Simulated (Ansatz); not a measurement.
**Ionic part of the dielectric constant of ZnS at 22 GPa, mode by mode**

The calculation used DFT LDA, scalar-relativistic, plane waves, PAW in Ansatz. Plane waves to 420 eV; Γ-centred k mesh 10×10×10; fixed occupations. No spin polarisation. Phonons by linear response, acoustic sum rule imposed.

Symmetry: F-43m, No. 216, cubic system. The conventional cell has a = 5.000 Å, b = 5.000 Å, c = 5.000 Å, α = 90.00°, β = 90.00°, γ = 90.00°. Zn (site symmetry -43m) has 4 S at 2.16 Å as nearest neighbours. Around S (site symmetry -43m) lie 4 Zn at 2.16 Å.

The real crystal has changed phase below this pressure.

The primitive cell has V = 31.24 Å³ and ε∞,yy = 6.288. Each polar mode adds Δε = (4.92064×10⁷/V)·S/ν² along y, with S its oscillator strength in e²/amu, ν in cm⁻¹ and V in Å³.

Q: From these modes, find each Δε and ε0,yy.
```csv
ν (cm⁻¹),S_yy (e²/amu)
385.6,0.1261
```

A:
```tsv
ν (cm⁻¹)	Δε
385.6	1.34
```

The sum is 1.336, so ε0,yy = 7.62; the run's tensor has 7.62.

Q: Where do the longitudinal modes lie for a wave vector along y?

A: At 425 cm⁻¹. The Lyddane–Sachs–Teller product Π(ν_LO/ν_TO)² = 1.21 matches ε0/ε∞ = 1.21.

Cost: 1 run of about 1 core-minutes, on Arm Neoverse V1 (shared hosts).

The static dielectric response of compressed zinc-blende ZnS is mainly electronic: the lattice adds only 1.34 to an ε∞ of 6.288. All of the ionic part comes from the single polar optical mode, in which the Zn and S sublattices move against each other; cubic symmetry makes it the same along every axis. Its contribution scales as oscillator strength over frequency squared, so the stiff, short, partly covalent Zn–S bonds keep it small. Compression normally hardens this transverse mode, which probably makes the ionic term smaller than at ambient pressure. The macroscopic field raises the longitudinal mode to 425 cm⁻¹, a modest shift because the electrons screen that field well. LDA usually underestimates the gap and so tends to overestimate ε∞, which would make the splitting somewhat too small for a given effective charge. The Lyddane–Sachs–Teller agreement shows internal consistency, not accuracy against experiment. A single volume cannot separate the effect of bond stiffening from a pressure-induced change in the Born effective charges.
